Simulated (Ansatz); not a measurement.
**WS$_{2}$ (R3m), axial (c/a) deformation path**

Level of theory: Ansatz, DFT PBEsol, scalar-relativistic, plane waves, PAW. The runs took a 650 eV cutoff, a Γ-centred 12×12×12 mesh and Gaussian smearing (0.05 eV). Spin–orbit coupling is left out, which matters for the heavy elements here. No spin polarisation. Energies are free energies at this smearing, counted from the undisturbed cell; pressure is positive in compression.

Zero of the scan (as given, not relaxed at this level; it stands at -0.6 GPa; this form isn't the usual structure):

```
W S
1.0
     1.57900    0.91164    6.16333
    -1.57900    0.91164    6.16333
     0.00000   -1.82327    6.16333
W S
1 2
Direct
  0.00000 0.00000 0.00000
  0.75030 0.75030 0.75030
  0.58100 0.58100 0.58100
```

The cell holds layers and no dispersion correction was added, so their binding is poorly described.

At fixed volume and fractional coordinates, lengths along (0.000, 0.000, 1.000) are scaled against those across it; ρ is that ratio over its starting value.

| ρ | ΔE (meV/atom) | pressure (GPa) | gap on the mesh (eV) |
| --- | --- | --- | --- |
| 0.800 | 313.0 | 1.3 | 0.00 |
| 0.850 | 177.0 | 1.1 | 0.00 |
| 0.920 | 51.8 | ? | ? |
| 0.960 | ? | ? | 0.62 |
| 1.000 | 0.0 | -0.6 | 0.97 |
| 1.050 | 12.5 | -1.1 | 1.13 |
| 1.100 | 55.7 | -1.4 | 1.21 |
| 1.200 | 224.2 | -1.4 | 0.87 |
| 1.300 | 486.7 | -0.5 | 0.00 |

Where the gap reads zero the k-mesh, chosen for the insulator, is on the coarse side.

Problem. Give the withheld values.

Solution. pressure (GPa) at ρ = 0.920: 0.3; gap on the mesh (eV) at ρ = 0.920: 0.08; ΔE (meV/atom) at ρ = 0.960: 14.2; pressure (GPa) at ρ = 0.960: -0.2.

Cost: 9 runs of about 6.5 core-minutes in all, on Arm Neoverse V1 (shared hosts).